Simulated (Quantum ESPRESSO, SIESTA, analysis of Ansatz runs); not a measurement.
# LiF (Fm-3m):O_F, a ladder of methods on one cell (SIESTA), part 2 of 3

We place the charge-transition levels of O_F in LiF (Fm-3m) with atom-centred orbitals, then repeat the energies at other levels of method to see what holds. Model: a cell of 54 host atoms with 1 F taken out and 1 O put in.

SIESTA 5.4.2; SIESTA numerical-orbital DFT, PBEsol, DZP basis, PseudoDojo 0.4.1 potentials converted to PSML; charged supercells in a uniform background, point-charge correction with alignment at far sites.

So far. Step 2 (Band edges): The gap at this level is 9.10 eV.

### Step 3. Relaxing each charge state

Level of this step: SIESTA numerical-orbital DFT, PBEsol, DZP basis, PseudoDojo 0.4.1 potentials converted to PSML; relaxation of all atoms of a defect supercell (SIESTA).

Each state starts from the atoms near the defect displaced at random, so that no symmetry of the ideal site is imposed. An odd electron count needs spin polarisation, and the total moment is held fixed to keep the state apart from its neighbours in spin. Charge 0 is shown in full.

defect.fdf reads:

```
SystemName                      Li27OF26
SystemLabel                     defect
NumberOfSpecies                 3
NumberOfAtoms                   54
%block ChemicalSpeciesLabel
  1    3 Li
  2    9 F
  3    8 O
%endblock ChemicalSpeciesLabel
LatticeConstant                 1.0 Ang
%block LatticeVectors
     0.005415000     5.990970000     5.990970000
     5.990970000     0.005415000     5.990970000
     5.990970000     5.990970000     0.005415000
%endblock LatticeVectors
AtomicCoordinatesFormat         Fractional
%block AtomicCoordinatesAndAtomicSpecies
     0.000000000     0.000000000     0.000000000  1
     0.166666542     0.166666542     0.166666542  2
    -0.000062258    -0.001751093     0.328543176  1
     0.166666542     0.166666542     0.499999875  2
     0.000463515     0.004959916     0.667834403  1
     0.173636298     0.165936162     0.830971708  2
    -0.006709349     0.336112494     0.004123521  1
     0.166666542     0.499999875     0.166666542  2
     0.002567891     0.332773324     0.337838609  1
     0.171959184     0.496114750     0.502874999  2
    -0.001147300     0.332209054     0.662125678  1
     0.172644627     0.494445939     0.834365859  2
     0.005767105     0.664574645     0.001718125  1
     0.170667397     0.829771066     0.170969721  2
     0.001637505     0.661666589     0.330753369  1
     0.171092999     0.836988114     0.494518800  2
    -0.000448028     0.663316514     0.663517593  1
     0.166897755     0.839889408     0.831286157  2
     0.331503368    -0.004883558     0.000202959  1
     0.499999875     0.166666542     0.166666542  2
     0.332814557     0.006610090     0.332182036  1
     0.506319359     0.166554939     0.499182588  2
     0.330144376    -0.004987729     0.669974561  1
     0.495966465     0.162585841     0.836005902  2
     0.338553210     0.335091700    -0.000754815  1
     0.501101386     0.506349107     0.162462105  2
     0.338058711     0.329618944     0.336894006  1
     0.493359933     0.499525675     0.503803059  3
     0.336470056     0.327980950     0.663982961  1
     0.505360317     0.498746859     0.835210808  2
     0.337763381     0.669839036    -0.006166048  1
     0.499079490     0.831535965     0.162464928  2
     0.334333199     0.670320794     0.326285263  1
     0.496410579     0.828624963     0.503808183  2
     0.327277335     0.667109782     0.666554406  1
     0.499999875     0.833333208     0.833333208  2
     0.661199831    -0.001793199     0.001371859  1
     0.832868897     0.173204813     0.161584398  2
     0.665627781     0.006733368     0.328595905  1
     0.828119103     0.167305196     0.506269277  2
     0.670263581    -0.001243840     0.670607900  1
     0.828138358     0.164164034     0.839038226  2
     0.669792877     0.328503396     0.005046309  1
     0.839899599     0.496842001     0.167288498  2
     0.659510089     0.334786971     0.336471854  1
     0.836205052     0.498132466     0.504855667  2
     0.664059195     0.337796171     0.661194996  1
     0.833333208     0.499999875     0.833333208  2
     0.672016296     0.663976184    -0.005225944  1
     0.839145344     0.834287800     0.160814318  2
     0.669818958     0.671719574     0.328681718  1
     0.833333208     0.833333208     0.499999875  2
     0.662370241     0.672862425     0.663358779  1
     0.833333208     0.833333208     0.833333208  2
%endblock AtomicCoordinatesAndAtomicSpecies
%block kgrid.MonkhorstPack
    1   0   0  0.25
    0   1   0  0.25
    0   0   1  0.25
%endblock kgrid.MonkhorstPack
XC.Functional                   GGA
XC.Authors                      PBEsol
PAO.BasisSize                   DZP
PAO.EnergyShift                 0.005 Ry
Mesh.Cutoff                     300 Ry
%block PAO.PolarizationScheme
  Li non-perturbative
%endblock PAO.PolarizationScheme
Spin                            polarized
%block DM.InitSpin
    28   0.200
    29   0.200
    33   0.200
    45   0.200
    47   0.200
%endblock DM.InitSpin
Spin.Fix                        true
Spin.Total                      1.0
OccupationFunction              FD
ElectronicTemperature           0.01 eV
MaxSCFIterations                150
SCF.MustConverge                true
SCF.Mixer.Method                Pulay
SCF.Mixer.Weight                0.1
SCF.Mixer.History               10
SCF.DM.Tolerance                3.0e-4
SCF.H.Tolerance                 3.0e-3 eV
WriteForces                     true
Charge.Mulliken                 end
SaveRho                         true
SaveElectrostaticPotential      true
Charge.Hirshfeld                end
Charge.Voronoi                  end
MD.TypeOfRun                    Broyden
MD.Steps                        90
MD.MaxForceTol                  0.04 eV/Ang
MD.MaxDispl                     0.15 Ang
WriteCoorStep                   true
AtomCoorFormatOut               Fractional
```

Launch:

```sh
> OMP_NUM_THREADS=1 siesta defect.fdf > defect.out
```

Log:

```text
Version         : 5.4.2

                           ***********************
                           *  WELCOME TO SIESTA  *
                           ***********************

[...]
reinit: Reading from file defect.fdf

reinit: -----------------------------------------------------------------------
reinit: System Name: Li27OF26
reinit: -----------------------------------------------------------------------
reinit: System Label: defect
reinit: -----------------------------------------------------------------------

[...]
initatom: Reading input for the pseudopotentials and atomic orbitals ----------
Species number:   1 Atomic number:    3 Label: Li
Species number:   2 Atomic number:    9 Label: F
Species number:   3 Atomic number:    8 Label: O

[... pseudopotential checks and orbital generation ...]

prinput: Basis input

PAO.BasisType split

%block ChemicalSpeciesLabel
    1    3 Li                      # Species index, atomic number, species label
    2    9 F                       # Species index, atomic number, species label
    3    8 O                       # Species index, atomic number, species label
%endblock ChemicalSpeciesLabel

%block PAO.Basis                 # Define Basis set
# WARNING: This information might be incomplete!
Li                    3                    # Species label, number of l-shells
 n=1   0   1                         # n, l, Nzeta
   2.646
   1.000
 n=2   0   2                         # n, l, Nzeta
   9.893      7.239
   1.000      1.000
 n=2   1   1                         # n, l, Nzeta
   9.893
   1.000
F                     2                    # Species label, number of l-shells
 n=2   0   2                         # n, l, Nzeta
   3.462      2.100
   1.000      1.000
 n=2   1   2 P   1                   # n, l, Nzeta, Polarization, NzetaPol
   4.300      2.583
   1.000      1.000
O                     2                    # Species label, number of l-shells
 n=2   0   2                         # n, l, Nzeta
   3.812      2.360
   1.000      1.000
 n=2   1   2 P   1                   # n, l, Nzeta, Polarization, NzetaPol
   4.715      2.899
   1.000      1.000
%endblock PAO.Basis

prinput: ----------------------------------------------------------------------

coor:   Atomic-coordinates input format  =     Fractional

[...]
siesta: System type = bulk

initatomlists: Number of atoms, orbitals, and projectors:     54   513   567

[... echo of the settings ...]

siesta: k-grid: Number of k-points = 1
siesta: k-points from Monkhorst-Pack grid
siesta: k-cutoff (effective) =     4.232 Ang
siesta: k-point supercell and displacements
siesta: k-grid:     1     0     0      0.250
siesta: k-grid:     0     1     0      0.250
siesta: k-grid:     0     0     1      0.250

diag: Algorithm                                     = D&C
diag: Absolute tolerance                            =  0.100E-15
diag: Orthogonalization factor                      =  0.100E-05

superc: Internal auxiliary supercell:     5 x     5 x     5  =     125
superc: Number of atoms, orbitals, and projectors:   6750  64125  70875

                     ====================================
                        Begin Broyden opt. move =      0
                     ====================================

[...]
superc: Internal auxiliary supercell:     5 x     5 x     5  =     125
superc: Number of atoms, orbitals, and projectors:   6750  64125  70875

outcell: Unit cell vectors (Ang):
        0.005415    5.990970    5.990970
        5.990970    0.005415    5.990970
        5.990970    5.990970    0.005415

outcell: Cell vector modules (Ang)   :    8.472513    8.472513    8.472513
outcell: Cell angles (23,13,12) (deg):     59.9402     59.9402     59.9402
outcell: Cell volume (Ang**3)        :    429.4694
[...]
Initializing Density Matrix...

[...]
DM filled with atomic data (user-defined):

InitMesh: MESH = 80 x 80 x 80 = 512000
InitMesh: Mesh cutoff (required, used) =   300.000   369.281 Ry

[...]
iscf     Eharris(eV)        E_KS(eV)     FreeEng(eV)     dDmax     Ef_up Ef_dn(eV) dHmax(eV)
   scf:    1   -23053.084367   -23160.740676   -23160.749855  0.500255-13.899650-13.940189  4.579874
[...]
scf:    2   -23164.695633   -23162.799533   -23162.808925  0.032253-13.644352-13.610890  3.494226
[...]
scf:    3   -23166.614936   -23165.658510   -23165.665691  0.127241-12.687020-12.510963  0.991480
[...]
scf:    4   -23165.716065   -23165.687221   -23165.691324  0.041818-12.700776-12.493518  0.868992
[...]
scf:    5   -23165.754865   -23165.719786   -23165.720161  0.035282-12.671546-12.368020  0.581698
[...]
scf:    6   -23165.745910   -23165.734027   -23165.734046  0.017597-12.651188-12.288403  0.215098
[...]
scf:    7   -23165.737657   -23165.735962   -23165.735963  0.007362-12.629056-12.249217  0.115888
[...]
scf:    8   -23165.736537   -23165.736250   -23165.736250  0.002582-12.630520-12.241098  0.066702
[...]
scf:    9   -23165.736602   -23165.736467   -23165.736467  0.002369-12.635489-12.238655  0.039201
[...]
scf:   10   -23165.736616   -23165.736543   -23165.736543  0.002919-12.630630-12.229444  0.010556
[...]
spin moment: {S} , |S| = {        0.0        0.0    1.00000 }     1.00000

SCF Convergence by DM+H criterion
[...]
scf:    6   -23166.083448   -23166.083448   -23166.083448  0.000013-12.688819-12.193597  0.007862
[...]
scf:    7   -23166.083503   -23166.083465   -23166.083465  0.005834-12.688715-12.193501  0.001406
[...]
scf:    8   -23166.083471   -23166.083467   -23166.083467  0.001904-12.688743-12.193532  0.000488
[...]
scf:    9   -23166.083468   -23166.083467   -23166.083467  0.000994-12.688773-12.193563  0.000449
[...]
scf:   10   -23166.083467   -23166.083467   -23166.083467  0.000211-12.688779-12.193569  0.000309
     spin moment: {S} , |S| = {        0.0        0.0    1.00000 }     1.00000

SCF Convergence by DM+H criterion
[...]
SCF cycle converged after 10 iterations

[...]
siesta: E_KS(eV) =           -23166.0835

siesta: Atomic forces (eV/Ang):
     1   -0.001597   -0.001410    0.004232
     2   -0.000103   -0.009619   -0.001249
     3   -0.012238    0.012361    0.004948
     4   -0.004793   -0.007749    0.000557
     5   -0.003197   -0.003568    0.006051
     6   -0.005739    0.001919    0.007513
     7   -0.007357   -0.006060   -0.007475
     8   -0.005547   -0.015441    0.000415
     9    0.006161   -0.019017   -0.002549
    10   -0.000085   -0.005363   -0.010261
[...]
50    0.004122    0.000058   -0.005213
    51    0.016234    0.008653   -0.018372
    52    0.008935    0.011054    0.006186
    53    0.007200    0.020572    0.008675
    54   -0.004243    0.003606   -0.002263
   Tot    0.003021    0.000161   -0.006850
   Max    0.029169
   Res    0.008730    sqrt( Sum f_i^2 / 3N )
   Max    0.029169    constrained

Stress tensor Voigt[x,y,z,yz,xz,xy] (kbar):       -9.97       -9.80      -10.75        3.27       -4.06        2.38
[...]
outcoor: Relaxed atomic coordinates (fractional):
    0.00025277   -0.00013160   -0.00003021   1       1  Li
    0.16639804    0.16802983    0.16580301   2       2  F
    0.00018189    0.00013980    0.33335021   1       3  Li
    0.16646633    0.16708074    0.50030948   2       4  F
   -0.00045760    0.00046416    0.66665450   1       5  Li
    0.16615145    0.16505064    0.83438190   2       6  F
    0.00019356    0.33220674    0.00069029   1       7  Li
    0.16667347    0.49991173    0.16607218   2       8  F
   -0.00069823    0.33288742    0.33507498   1       9  Li
    0.16708741    0.49838233    0.50023735   2      10  F
   -0.00083628    0.33330485    0.66670249   1      11  Li
    0.17271491    0.49876797    0.82817592   2      12  F
    0.00206784    0.66742395   -0.00104101   1      13  Li
    0.16742767    0.83302439    0.16627694   2      14  F
    0.00225101    0.66599922    0.33302641   1      15  Li
    0.16488928    0.83627047    0.49945601   2      16  F
    0.00234212    0.66651155    0.66455374   1      17  Li
    0.16737913    0.83344912    0.83281772   2      18  F
    0.33364977   -0.00144299    0.00087715   1      19  Li
    0.50084176    0.16631817    0.16620632   2      20  F
[...]
0.49961794    0.50027602    0.50000633   3      28  O
[...]
0.66377235    0.32793942    0.33609697   1      45  Li
    0.83405805    0.50145693    0.49905807   2      46  F
    0.66400980    0.33484391    0.66683351   1      47  Li
    0.83558607    0.49936513    0.83334970   2      48  F
    0.66707450    0.66608828   -0.00006070   1      49  Li
    0.83495749    0.83443999    0.16523091   2      50  F
    0.66766963    0.67697063    0.33107892   1      51  Li
    0.83455656    0.83256220    0.49919820   2      52  F
    0.66712143    0.66647302    0.66618849   1      53  Li
    0.83509396    0.83152413    0.83388938   2      54  F

[...]
siesta: Final energy (eV):
siesta:  Band Struct. =   -7172.895384
siesta:       Kinetic =   15676.931358
siesta:       Hartree =    5923.295726
[...]
siesta:         Exch. =   -4873.813467
siesta:         Corr. =    -332.484214
[...]
siesta:   Exch.-corr. =   -5206.297682
siesta:  Ion-electron =  -28590.656628
siesta:       Ion-ion =  -10969.356242
[...]
siesta:         Total =  -23166.083467
siesta:      Fermi_up =     -12.688779
siesta:      Fermi_dn =     -12.193569

siesta: Stress tensor (static) (eV/Ang**3):
siesta:    -0.006224    0.001484   -0.002534
siesta:     0.001484   -0.006115    0.002042
siesta:    -0.002534    0.002042   -0.006711

siesta: Cell volume =        429.469393 Ang**3

siesta: Pressure (static):
siesta:                Solid            Molecule  Units
siesta:           0.00006916          0.00006526  Ry/Bohr**3
siesta:           0.00635003          0.00599177  eV/Ang**3
siesta:          10.17386619          9.59987059  kBar

[...]
mulliken: Qtot =      135.000

[...]
mulliken: Qtot =      134.000

Mulliken Atomic Populations:
Atom #   charge [q] valence [e]      Sz [e]  Species
     1     0.504119    2.495881   -0.000674  Li
     2    -0.501342    7.501342    0.000044  F
     3     0.503651    2.496349    0.000607  Li
     4    -0.502413    7.502413    0.000148  F
     5     0.503638    2.496362    0.000604  Li
     6    -0.504440    7.504440    0.000513  F
     7     0.506348    2.493652   -0.000205  Li
     8    -0.501189    7.501189    0.000335  F
     9     0.503597    2.496403   -0.000844  Li
    10    -0.495365    7.495365    0.008802  F
    11     0.504836    2.495164    0.000403  Li
    12    -0.479964    7.479964    0.033369  F
    13     0.506285    2.493715   -0.000199  Li
    14    -0.501877    7.501877    0.000039  F
    15     0.504738    2.495262    0.000394  Li
    16    -0.497647    7.497647    0.006310  F
    17     0.503817    2.496183   -0.000802  Li
    18    -0.503061    7.503061    0.000360  F
    19     0.504300    2.495700    0.000363  Li
    20    -0.502564    7.502564    0.000104  F
[...]
28    -0.529449    6.529449    0.897938  O
[...]
45     0.484560    2.515440   -0.003737  Li
    46    -0.495575    7.495575    0.008599  F
    47     0.482415    2.517585   -0.006012  Li
    48    -0.501246    7.501246    0.000332  F
    49     0.504330    2.495670   -0.000217  Li
    50    -0.504439    7.504439    0.000517  F
    51     0.488531    2.511469   -0.000597  Li
    52    -0.502484    7.502484    0.000148  F
    53     0.507693    2.492307    0.000202  Li
    54    -0.501410    7.501410    0.000045  F
 Total     0.000000                1.000000

[...]
Job completed
```

It took 73 min on 1 MPI rank of Arm Neoverse V2, shared host; peak memory 1.2 GiB.

The steps and moves of this run count from the displaced start.

Step by step:

| step | energy less that of the first step (eV) | largest force (eV/Å) |
| --- | --- | --- |
| 0 | 0.0000 | 0.4927 |
| 1 | -0.0888 | 0.4187 |
| 2 | -0.2800 | 0.2612 |
| 3 | -0.3086 | 0.1972 |
| 4 | -0.3321 | 0.0848 |
| 5 | -0.3377 | 0.0761 |
| 6 | -0.3434 | 0.0468 |
| 7 | -0.3467 | 0.0337 |

The atoms that moved most (Å):

| atom | dx | dy | dz | length |
| --- | --- | --- | --- | --- |
| Li35 | 0.014 | 0.034 | 0.090 | 0.097 |
| F34 | 0.023 | -0.006 | 0.080 | 0.083 |
| F44 | 0.047 | -0.039 | -0.039 | 0.072 |
| F22 | -0.018 | -0.027 | -0.062 | 0.070 |
| F40 | -0.054 | 0.005 | 0.025 | 0.059 |
| F6 | 0.015 | -0.024 | -0.050 | 0.058 |
| F32 | 0.035 | 0.025 | 0.034 | 0.055 |
| F26 | -0.034 | 0.009 | -0.041 | 0.054 |

Neighbours of O28 at the end:

| atom | distance (Å) |
| --- | --- |
| Li47 | 1.983 |
| Li33 | 1.984 |
| Li35 | 2.011 |
| Li45 | 2.014 |
| Li29 | 2.062 |
| Li51 | 2.065 |
| F12 | 2.773 |
| F44 | 2.788 |
| F10 | 2.824 |
| F46 | 2.835 |
| F32 | 2.836 |
| F16 | 2.839 |
| F24 | 2.839 |
| F40 | 2.841 |
| F26 | 2.845 |
| F30 | 2.846 |

Energies on the run's own zero. States near gap, by row:

| spin | k | band | energy (eV) | filled by count |
| --- | --- | --- | --- | --- |
| up | 0 | 131 | -14.14 | 1 |
| up | 0 | 132 | -14.09 | 1 |
| up | 0 | 133 | -14.01 | 1 |
| up | 0 | 134 | -13.08 | 1 |
| up | 0 | 135 | -13 | 1 |
| up | 0 | 136 | -4.673 | 0 |
| up | 0 | 137 | -3.6 | 0 |
| up | 0 | 138 | -3.049 | 0 |
| up | 0 | 139 | -3.021 | 0 |
| down | 0 | 130 | -14.18 | 1 |
| down | 0 | 131 | -14.1 | 1 |
| down | 0 | 132 | -14.09 | 1 |
| down | 0 | 133 | -12.51 | 1 |
| down | 0 | 134 | -12.45 | 1 |
| down | 0 | 135 | -11.95 | 0 |
| down | 0 | 136 | -4.66 | 0 |
| down | 0 | 137 | -3.588 | 0 |
| down | 0 | 138 | -3.042 | 0 |

Spin density in the ac plane at fractional y = 0.500, through the centre, with atoms of F and O within 0.45 Å of it.

Ten even steps from '_' (0.0 e/Å³) to '@' (1.5 e/Å³), each cell a mean:
```
________________________________________________
________________________________________________
________________________________________________
________________________________________________
________________________________________________
________________________________________________
________________________________________________
________________________________________________
________________________________________________
__________________..::..________________________
__________________..++%%..______________________
____________________--##----____________________
________________________**@@::__________________
________________________..==::__________________
____________________________..__________________
________________________________________________
________________________________________________
________________________________________________
________________________________________________
________________________________________________
________________________________________________
________________________________________________
________________________________________________
________________________________________________
```
Columns run along a (8.5 Å), rows up along c (8.5 Å). Atoms in or near the plane, at fractional coordinates: F at (0.17, 0.17), F at (0.17, 0.50), F at (0.17, 0.83), F at (0.50, 0.16), O at (0.50, 0.50), F at (0.50, 0.84), F at (0.83, 0.17), F at (0.83, 0.50), F at (0.84, 0.83).

[end of part 2 of 3]

[Logs are printed without paths, hosts, clocks, repeated set-up lines and the standing remarks that a program may print on its own settings, such as how far it seeks lower states.]

[Hosts, paths, dates, database ids (printed as entryN), source tags and the programs' standing remarks are cut or masked in the printed files.]

[For some hosts the program warned that the k-mesh of the response run may be too coarse for force constants and the static dielectric constant; such warnings are not shown here.]

[Charge tables in the logs are Mulliken or Hirshfeld populations, whose sizes and signs can differ; where basis functions stand at a vacancy, SIESTA counts their charge against the missing atom's valence.]

[In relaxation paths of CP2K, step 0 can be the structure after the first move, since the trajectory file begins there, and the last row can be the final structure solved once more.]
